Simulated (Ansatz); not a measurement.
# CaSe: the band gap up the ladder of functionals

The task here is to estimate one member of a computed series from the others.

Program: Ansatz 0.2.0. PAW datasets, plane waves. Values at 0 K without nuclear motion; spin polarisation is off, and the phase may be a hypothetical one.

## The structure to begin with

The cell was relaxed beforehand with r2SCAN.

It is cubic, F-43m (No. 216); conventional cell a = 6.559 Å, 35.27 Å³ an atom. Ca has 4 Se at 2.84 Å; Se has 4 Ca at 2.84 Å.

The structure in full:

```
CELL_PARAMETERS angstrom
0.00000 3.27956 3.27956
3.27956 0.00000 3.27956
3.27956 3.27956 0.00000
ATOMIC_POSITIONS crystal
Ca 0.00000 0.00000 0.00000
Se 0.25000 0.25000 0.25000
```

The first run:

The input, input.yaml:

```yaml
crystal:
  lattice:
    - [0.0, 3.2795613671, 3.2795613671]
    - [3.2795613671, 0.0, 3.2795613671]
    - [3.2795613671, 3.2795613671, 0.0]
  atoms:
    - { symbol: Ca, position: [0.0, 0.0, 0.0] }
    - { symbol: Se, position: [0.25, 0.25, 0.25] }
kpoints:
  mp_grid: { grid: [6, 6, 6] }
  band_path:
    path:
      - [[0.0, 0.0, 0.0], [-0.5, -0.5, -7.069220592182e-34], [-0.375, -0.375, 0.25]]
      - [[-0.375, -4.322559293114e-18, 0.375], [0.0, 0.0, 0.0], [-1.253987680587e-17, -1.253987680587e-17, 0.5], [-0.5, -0.25, 0.25], [-0.5, -0.5, -7.069220592182e-34]]
    npoints: 10
hamiltonian:
  xc: pbe
scf:
  occupations: { method: fermi_dirac, width: 0.02 }
  n_extra_bands: 4
output:
  forces: true
  stress: true
  eigenvalues: true
  write_density: true
  write_potential: true
  elf: true
  volumetric_format: npy
```

Run with:

```console
$ ansatz run input.yaml --threads 2 --pin off --max-ram 2211MiB --backend cpu --events-out ev --progress --plain --runs-dir out
```

Steps of the session up to this table: Band structure with PBE; Single point with r2SCAN; HSE06; PBE+SOC at the same geometry; Single point with PBE0; Single point with LDA; Quasiparticle levels, G0W0@PBE; G0W0 on PBE; Single point with DDH-PBE0; Single point with HSE06+SOC; r2SCANh; Hartree-Fock.

One of the session's tables, all rows but one given; the rest of the session is left out.

| level | gap (eV) |
| --- | --- |
| PBE | 3.20 |
| r2SCAN | 3.70 |
| HSE06 | 4.09 |
| PBE+SOC | 3.12 |
| PBE0 | 4.76 |
| LDA | 2.93 |
| G0W0@PBE (210 empty bands) | 4.52 |
| G0W0@PBE (522 empty bands) | 4.60 |
| DDH-PBE0 | 4.81 |
| HSE06+SOC | 3.99 |
| r2SCANh | ? |
| Hartree-Fock | 9.84 |

Estimate the missing values for r2SCANh.

As computed: gap (eV): 4.22. In the column «gap (eV)» it lies between HSE06 (4.09) and G0W0@PBE (210 empty bands) (4.52).

Meshes: PBE 6×6×6, r2SCAN 6×6×6, HSE06 4×4×4, PBE+SOC 6×6×6, PBE0 4×4×4, LDA 6×6×6, DDH-PBE0 4×4×4, HSE06+SOC 4×4×4, r2SCANh 4×4×4, Hartree-Fock 4×4×4

Against G0W0@PBE, PBE is short by 1.40 eV, at 70 % of it, and r2SCAN 80 %. PBE0 lies 0.67 eV above HSE06, which differs from it by screening the long-range exchange. Hartree-Fock lies above G0W0@PBE by 5.2 eV. No extrapolation in bands, cutoff or mesh was made for G0W0.

Caveats from the session: Warnings in the runs' records: stress exchange threshold loose, stress scf threshold loose.
